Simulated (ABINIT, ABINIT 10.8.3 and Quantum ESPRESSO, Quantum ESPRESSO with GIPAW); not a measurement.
## What the valence ZORA terms do to the shieldings of KI in space group Pm-3m

How well do two plane-wave methods agree on the shieldings of KI in space group Pm-3m?

Program: ABINIT 10.8.3 and Quantum ESPRESSO with GIPAW. Level of theory: DFT, plane-wave PAW; levels as the steps name them. Results are calculated unless marked as measured.

## (1) Starting point

The structure is cubic, space group Pm-3m (No. 221). Conventional cell: a = 4.291 Å, b = 4.291 Å, c = 4.291 Å, α = 90.00°, β = 90.00°, γ = 90.00°. Nearest to I lie 8 K at 3.72 Å. Nearest to K lie 8 I at 3.72 Å. Farther neighbours and most contacts between anions are not listed.

## (2) GIPAW: ground state

The first road is linear response to a uniform field, which keeps the symmetry and yields every site at once.

A patched development version of Quantum ESPRESSO; PAW files made with ld1.x from the pslibrary 1.0.0 recipes.

run_scf.py

```python
from ase import Atoms
from ase.calculators.espresso import Espresso, EspressoProfile

atoms = Atoms(
    ['I', 'K'],
    cell=[
        [4.29119666, 0.00000000, 0.00000000],
        [0.00000000, 4.29119666, 0.00000000],
        [0.00000000, 0.00000000, 4.29119666],
    ],
    scaled_positions=[
        [0.50000000, 0.50000000, 0.50000000],
        [0.00000000, 0.00000000, 0.00000000],
    ],
    pbc=True,
)
atoms.calc = Espresso(
    profile=EspressoProfile(command='mpirun -np 4 pw.x -nk 4', pseudo_dir='./'),
    pseudopotentials={
        'I': 'I.pbe-n-kjpaw_psl.1.0.0-gipaw.UPF',
        'K': 'K.pbe-spn-kjpaw_psl.1.0.0-gipaw.UPF',
    },
    input_data={
        'control': {'calculation': 'scf', 'prefix': 'x', 'outdir': './tmp/'},
        'system': {'ecutwfc': 55, 'ecutrho': 330, 'nbnd': 10},
        'electrons': {'conv_thr': 1.0e-10, 'mixing_beta': 0.7, 'electron_maxstep': 100},
    },
    kpts=(4, 4, 4),
    koffset=(0, 0, 0),
)
print('energy', atoms.get_potential_energy(), 'eV')
```

ASE writes espresso.pwi from it and starts pw.x; the output below is espresso.pwo.

espresso.pwi

```
&CONTROL
   calculation      = 'scf'
   outdir           = './tmp/'
   prefix           = 'x'
   pseudo_dir       = './'
/
&SYSTEM
   nbnd             = 10
   ecutwfc          = 55
   ecutrho          = 330
   ntyp             = 2
   nat              = 2
   ibrav            = 0
/
&ELECTRONS
   electron_maxstep = 100
   conv_thr         = 1e-10
   mixing_beta      = 0.7
/
&IONS
/
&CELL
/
&FCP
/
&RISM
/
ATOMIC_SPECIES
I 126.90447 I.pbe-n-kjpaw_psl.1.0.0-gipaw.UPF
K 39.0983 K.pbe-spn-kjpaw_psl.1.0.0-gipaw.UPF

K_POINTS automatic
4 4 4  0 0 0

CELL_PARAMETERS angstrom
4.29119666000000 0.00000000000000 0.00000000000000
0.00000000000000 4.29119666000000 0.00000000000000
0.00000000000000 0.00000000000000 4.29119666000000

ATOMIC_POSITIONS angstrom
I 2.1455983300 2.1455983300 2.1455983300  
K 0.0000000000 0.0000000000 0.0000000000
```

Command:

```sh
> python run_scf.py
```

Numbers of over 12 decimals in the logs are rounded to 6 here.

The program printed:

```text
Warning: card &CELL ignored
Warning: card &FCP ignored
Warning: card &RISM ignored
[...]
as large as its charge; the limit is 4.5
     Functions over the limit replaced by smooth ones with the moment of the charge, as mend_augmentation asks: 1
     This moves results (see INPUT_PW). Waves and levels in the save fit builds from 8.0dev_s219 on
     using ibrav=0 with symmetry is DISCOURAGED, use correct ibrav instead

     bravais-lattice index     =            0
     lattice parameter (alat)  =       8.1092  a.u.
     unit-cell volume          =     533.2512 (a.u.)^3
     number of atoms/cell      =            2
     number of atomic types    =            2
     number of electrons       =        16.00
     number of Kohn-Sham states=           10
     kinetic-energy cutoff     =      55.0000  Ry
     charge density cutoff     =     330.0000  Ry
     scf convergence threshold =      1.0E-10
     mixing beta               =       0.7000
     number of iterations used =            8  plain     mixing
     Exchange-correlation= SLA-PW-PBX-PBC
                           (   1   4   3   4   0   0   0)
[...]
I                 7.00   126.90447     I ( 1.00)
     K                 9.00    39.09830     K ( 1.00)

     48 Sym. Ops., with inversion, found
[...]
number of k points=    10
[...]
Dense  grid:    54171 G-vectors     FFT dimensions: (  48,  48,  48)

     Smooth grid:    29423 G-vectors     FFT dimensions: (  40,  40,  40)

     Initial potential from superposition of free atoms

     starting charge      15.9811, renormalised to      16.0000
     Starting wfcs are   12 randomized atomic wfcs

     Self-consistent Calculation

     iteration #  1     ecut=    55.00 Ry     beta= 0.70
     Davidson diagonalization with overlap
     ethr =  1.00E-02,  avg # of iterations =  4.5

     Threshold (ethr) on eigenvalues was too large:
     Diagonalizing with lowered threshold

     Davidson diagonalization with overlap
     ethr =  1.96E-04,  avg # of iterations =  3.6

     total energy              =    -492.11699250 Ry
     estimated scf accuracy    <       0.02718866 Ry

     iteration #  2     ecut=    55.00 Ry     beta= 0.70
     Davidson diagonalization with overlap
     ethr =  1.70E-04,  avg # of iterations =  3.8

     total energy              =    -492.12411430 Ry
     estimated scf accuracy    <       0.00336614 Ry

     iteration #  3     ecut=    55.00 Ry     beta= 0.70
[...]
total energy              =    -492.12482619 Ry
     estimated scf accuracy    <       0.00012438 Ry

[...]
total energy              =    -492.12487121 Ry
[...]
iteration # 10     ecut=    55.00 Ry     beta= 0.70
     Davidson diagonalization with overlap
     ethr =  3.19E-12,  avg # of iterations =  1.9

     total energy              =    -492.12487121 Ry
     estimated scf accuracy    <          1.8E-10 Ry

     iteration # 11     ecut=    55.00 Ry     beta= 0.70
     Davidson diagonalization with overlap
     ethr =  1.14E-12,  avg # of iterations =  2.2

     The highest empty levels of an scf can be off by 1 eV or more

     End of self-consistent calculation
     [one-electron energies left out]

     highest occupied, lowest unoccupied level (ev):     2.8628    6.1899

!    total energy              =    -492.12487121 Ry
     total all-electron energy =    -15437.360901 Ry
     estimated scf accuracy    <          3.7E-13 Ry

     The total energy is the sum of the following terms:
     one-electron contribution =     -22.36383603 Ry
     hartree contribution      =      17.15623045 Ry
     xc contribution           =     -27.07915971 Ry
     ewald contribution        =     -57.94571482 Ry
     one-center paw contrib.   =    -401.89239109 Ry

     convergence has been achieved in  11 iterations
[...]
JOB DONE.
```

It took 8.3 s on 4 MPI ranks of Arm Neoverse V1, shared host; peak memory 0.45 GiB.

## (3) GIPAW: response

nmr.in

```
&inputgipaw
  job = 'nmr'
  prefix = 'x'
  tmp_dir = './tmp/'
  restart_mode = 'from_scratch'
  verbosity = 'low'
  q_gipaw = 0.01
  spline_ps = .true.
  conv_threshold = 1.0d-14
  use_nmr_macroscopic_shape = .false.
  pawproj(1) = .true.
  pawproj(2) = .true.
/
```

Command:

```sh
> mpirun -np 4 gipaw.x -in nmr.in > nmr.out
```

The program printed:

```text
[banner, memory and clock lines left out]
[a note of our patched build left out]

     Parallelizing q-star over 1 images

     IMPORTANT: XC functional enforced from input :
     Exchange-correlation= PBE
                           (   1   4   3   4   0   0   0)
     Any further DFT definition will be discarded
     Please, verify this is what you really want

     In I.pbe-n-kjpaw_psl.1.0.0-gipaw.UPF the largest augmentation function (projectors 1 and 4, L = 1) is 6.9 times
     as large as its charge; the limit is 4.5
     Functions over the limit replaced by smooth ones with the moment of the charge, as in the saved run: 1

[...]
projs nearly linearly dependent: l=0  n1,n2= 1, 2  s=  0.99585241
[...]
alpha_pv=     58.7664 eV

     spline_ps is .false., expect some extrapolation errors

     q-space interpolation up to    66.00 Rydberg

     GIPAW job: nmr
     NMR macroscopic correction: no
[...]
Computing the magnetic susceptibility     isolve=0    ethr=  0.1000E-13
     Starting from scratch
     k-point #    1 of    10      pool #  1    cpu time:       0.9
[...]
End of magnetic susceptibility calculation

     f-sum rule (1st term):
           -17.3775          0.0000          0.0000
             0.0000        -17.3775          0.0000
             0.0000          0.0000        -17.3775

     f-sum rule (2nd term):
            -0.0810          0.0000          0.0000
             0.0000         -0.0810          0.0000
             0.0000          0.0000         -0.0810

     f-sum rule (should be   -17.3440):
           -17.4585          0.0000          0.0000
             0.0000        -17.4585          0.0000
             0.0000          0.0000        -17.4585

[... susceptibilities left out ...]
     Contributions to the NMR chemical shifts: -------------------------------

     Macroscopic shape contribution in ppm:                    0.00
             0.0000          0.0000          0.0000
             0.0000          0.0000          0.0000
             0.0000          0.0000          0.0000

     Core contribution in ppm:

     Atom  1  I   pos: (  0.500000  0.500000  0.500000)  core sigma:        5697.05
     Atom  2  K   pos: (  0.000000  0.000000  0.000000)  core sigma:        1193.41

     Bare contribution in ppm:

     Atom  1  I   pos: (  0.500000  0.500000  0.500000)  bare sigma:          49.86
[...]
Atom  2  K   pos: (  0.000000  0.000000  0.000000)  bare sigma:         116.49
[...]
Diamagnetic contribution in ppm:

     Atom  1  I   pos: (  0.500000  0.500000  0.500000)  dia sigma:          -1.87
[...]
Atom  2  K   pos: (  0.000000  0.000000  0.000000)  dia sigma:          -4.09
[...]
Paramagnetic contribution in ppm:

     Atom  1  I   pos: (  0.500000  0.500000  0.500000)  para sigma:       -2275.96
[...]
Atom  2  K   pos: (  0.000000  0.000000  0.000000)  para sigma:        -256.70
[...]
Paramagnetic US occ-occ contribution in ppm:

     Atom  1  I   pos: (  0.500000  0.500000  0.500000)  para_oo sigma:           2.65
[...]
Atom  2  K   pos: (  0.000000  0.000000  0.000000)  para_oo sigma:           0.24
[...]
Paramagnetic US L_R Q_R contribution in ppm:

     Atom  1  I   pos: (  0.500000  0.500000  0.500000)  para_lq sigma:         811.55
[...]
Atom  2  K   pos: (  0.000000  0.000000  0.000000)  para_lq sigma:         113.43
[...]
Total NMR chemical shifts in ppm: ---------------------------------------
     (adopting the Simpson convention for anisotropy and asymmetry)-----------

     Atom  1  I   pos: (  0.500000  0.500000  0.500000)  Total sigma:        4283.29
[...]
I       1    anisotropy:      0.00    eta:    0.0000
[...]
Atom  2  K   pos: (  0.000000  0.000000  0.000000)  Total sigma:        1162.78
[...]
K       2    anisotropy:      0.00    eta:    0.0000
[...]
```

The job ended after 34 s (4 MPI ranks; peak memory 0.34 GiB; 2.3 min of CPU time).

(Continued in part 2 of 3.)

[Banner, clock, file and dataset-listing lines were taken out of the logs.]

[Logs are printed without paths, hosts, clocks, repeated set-up lines and the standing remarks that a program may print on its own settings, such as how far it seeks lower states.]

[Hosts, paths, dates, database ids (printed as entryN), source tags and the programs' standing remarks are cut or masked in the printed files.]
